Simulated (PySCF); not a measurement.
# Basis set benchmark on one molecule

Molecule: `c1ccncc1`, C$_{5}$H$_{5}$N.

Cartesian coordinates in Å; atom numbers follow the order of the lines, from 1:
```xyz
11

C    -0.3999    1.1240    0.0235
C    -1.1371    0.0936    0.6016
C    -0.6228   -1.2022    0.5451
N     0.5369   -1.5080   -0.0310
C     1.2347   -0.5173   -0.5806
C     0.8145    0.8131   -0.5830
H    -0.7664    2.1535    0.0450
H    -2.0952    0.2862    1.0892
H    -1.1795   -2.0343    0.9922
H     2.1857   -0.7939   -1.0510
H     1.4291    1.5853   -1.0510
```

Geometry PBE0-D3(BJ)/def2-SVP throughout; GIAO in PySCF 2.14, gas phase, one conformer, non-relativistic; equivalent atoms averaged; functional PBE0.

Reference values (measured; solution, THF-d8, 298 K; Fulmer et al., Organometallics 2010, 29, 2176): δ(H9/H10) = 8.54 ppm, δ(H8/H11) = 7.25 ppm, δ(H7) = 7.65 ppm, δ(C3/C5) = 150.6 ppm, δ(C2/C6) = 124.1 ppm, δ(C1) = 136.0 ppm. Computed shifts are taken against TMS, calculated as an isolated molecule at each level.

Task: How do the basis sets STO-3G, 6-31G, pcSseg-0, 6-31G*, def2-SVP, cc-pVDZ, pcSseg-1, aug-cc-pVDZ, 6-311+G(2d,p), def2-TZVP, cc-pVTZ, IGLO-III, pcSseg-2 perform against the reference? Times are CPU seconds on shared hosts with different chips, so compare them loosely.

Result: 
```csv
basis set,functions,H9/H10,H8/H11,H7,C3/C5,C2/C6,C1,mean abs. error H,mean abs. error C,core-s
STO-3G,35,8.76,7.19,7.30,121.4,107.4,113.1,0.21,22.9,2.1
6-31G,64,9.04,7.40,7.62,145.1,120.4,129.8,0.23,5.1,4.1
pcSseg-0,64,9.18,7.27,7.58,163.4,133.5,144.4,0.24,10.2,4.2
6-31G*,94,8.71,7.07,7.47,143.7,117.7,128.7,0.18,6.9,5.7
def2-SVP,109,8.52,7.03,7.45,147.8,121.5,132.7,0.15,2.9,6.5
cc-pVDZ,109,8.73,7.10,7.55,148.8,123.6,134.0,0.15,1.4,7.2
pcSseg-1,127,8.80,7.22,7.70,156.1,128.5,140.8,0.11,4.9,9.6
aug-cc-pVDZ,183,9.00,7.45,7.87,149.8,122.3,133.6,0.29,1.7,17
"6-311+G(2d,p)",192,8.94,7.39,7.79,154.4,126.5,138.9,0.23,3.0,17
def2-TZVP,216,8.92,7.37,7.78,155.9,128.0,140.6,0.21,4.6,20
cc-pVTZ,250,8.86,7.36,7.76,154.7,127.3,139.6,0.18,3.6,22
IGLO-III,260,8.93,7.37,7.79,159.6,131.2,143.8,0.22,8.0,28
pcSseg-2,286,8.92,7.39,7.82,160.9,132.4,145.1,0.23,9.2,48
```

For 1H the closest is pcSseg-1 (0.11 ppm) and the furthest aug-cc-pVDZ (0.29 ppm).

For 13C the closest is cc-pVDZ (1.4 ppm, with aug-cc-pVDZ practically level) and the furthest STO-3G (22.9 ppm). Where a smaller basis beats a larger one, errors probably cancel; the largest sets show where the functional converges. One molecule is a small sample, and vibrational and solvent effects are absent from the calculation.

A small basis that lands close on one nucleus may do so by chance; judge by the trend and by all nuclei.
